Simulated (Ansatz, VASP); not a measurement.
# InP: VASP beside Ansatz

INCAR

```
SYSTEM = InP
ALGO = Normal
EDIFF = 1E-6
ENCUT = 520
GGA = PE
ISIF = 2
ISMEAR = -1
LASPH = .TRUE.
LCHARG = .FALSE.
LREAL = .FALSE.
LWAVE = .FALSE.
NBANDS = 16
NELM = 80
PREC = Accurate
SIGMA = 0.02
```

The input KPOINTS:

```
k-points
0
G
  8 8 8
  0 0 0
```

POSCAR

```
InP
1.0
    0.0000000000      2.8947118821      3.0162202988
    2.8947118821      0.0000000000      3.0162202988
    2.8947118821      2.8947118821      0.0000000000
In P
1 1
Direct
    0.0000000000      0.0000000000      0.0000000000
    0.2500000000      0.2500000000      0.2500000000
```

Input for Ansatz:

```yaml
crystal:
  lattice:
    - [0.0, 2.8947118821, 3.0162202988]
    - [2.8947118821, 0.0, 3.0162202988]
    - [2.8947118821, 2.8947118821, 0.0]
  atoms:
    - { symbol: In, position: [0.0, 0.0, 0.0] }
    - { symbol: P, position: [0.25, 0.25, 0.25] }
kpoints:
  mp_grid: { grid: [8, 8, 8] }
  band_path:
    path:
      - [0.0, 0.0, 0.0]
      - [-0.5, -0.5, 0.0]
      - [-0.375, -0.375, 0.25]
      - [-0.375, 0.0, 0.375]
      - [0.0, 0.0, 0.5]
      - [-0.5, -0.25, 0.25]
    npoints: 1
hamiltonian:
  xc: pbe
scf:
  occupations: { method: fermi_dirac, width: 0.02 }
  n_extra_bands: 4
output:
  forces: true
  stress: true
  eigenvalues: true
```

Change from the starting cell: epitaxial_xy strain -2.0%.

Alike in both runs: task single point; functional PBE; k mesh 8 × 8 × 8; occupations fermi-dirac, width 0.02 eV; no spin polarisation.

```csv
,VASP,Ansatz
version,VASP 6.6.1,Ansatz 0.2.0
potentials or method,"VASP PAW PBE potentials, release 64 (In_d, P)","plane waves, PAW"
plane-wave cutoff (eV),520,420
valence electrons in the cell,18,18
```

VASP gave:

```
pressure (GPa)                                  : 2.9
largest component of the traceless stress (GPa) : 1.20
```

Q: Which values does Ansatz return?

A: Pressure (GPa): 3.0; largest component of the traceless stress (GPa): 1.19.

With one functional, cell and mesh, what is left measures potentials, basis and numerics.

Caveats: spin-orbit coupling is left out, which moves the levels of the heavy elements.
